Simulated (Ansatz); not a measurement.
Input and command of a calculation in Ansatz (plane waves; scalar-relativistic PAW potentials unless the input names others):

```yaml
crystal:
  lattice:
    - [0.0, 2.163373741, 2.163373741]
    - [2.163373741, 0.0, 2.163373741]
    - [2.163373741, 2.163373741, 0.0]
  atoms:
    - { symbol: Ge, position: [0.0, 0.0, 0.0] }
basis:
  ecutwfc: 420
kpoints:
  mp_grid: { grid: [16, 16, 16] }
hamiltonian:
  xc: pbesol
scf:
  occupations: { method: gaussian, width: 0.1 }
  max_iter: 80
output:
  forces: true
  eigenvalues: true
  Stress: true
```

```bash
ansatz run input.yaml --threads 1 --pin off --max-ram 1331MiB --backend cpu --events-out ev --progress --plain --runs-dir out
```

Question: What is wrong with this input?

Answer: The program refuses it, because of a misspelt key (the key output.stress typed as Stress). With the key spelt rightly it is accepted.

Abridged log:
```
Error: YAML parse error: error: line 20 column 3: unknown field `Stress`, expected one of write_density, write_potential, write_potential_components, volumetric_format, write_bands, fatbands, populations, hubbard, elf, band_densities, bader, dos, optics, efg, charged_corrections, wannier, polarization, topological_invariants, transmission, current_voltage, crpa, pair_interaction, rpa_energy, embedding, core_levels, xc_energy_on_converged_density, boltztrap, local_orbitals, orbitals, eigenstates, states_by_energy, atomic_orbital_hamiltonian, active_space, given_orbital_levels, support_matrices, ...
  --> <input>:20:3
   |
18 |   forces: true
19 |   eigenvalues: true
20 |   Stress: true
   |   ^ unknown field `Stress`, expected one of write_density, write_potential, write_potential_components, volumetric_format, write_bands, fatbands, populations, hubbard, elf, band_densities, bader, dos, optics, efg, charged_corrections, wannier, polarization, topological_invariants, transmission, current_voltage, crpa, pair_interaction, rpa_energy, embedding, core_levels, xc_energy_on_converged_density, boltztrap, local_orbitals, orbitals, eigenstates, states_by_energy, atomic_orbital_hamiltonian, active_space, given_orbital_levels, support_matrices, forces, stress, cutoff_correction, eigen ...
```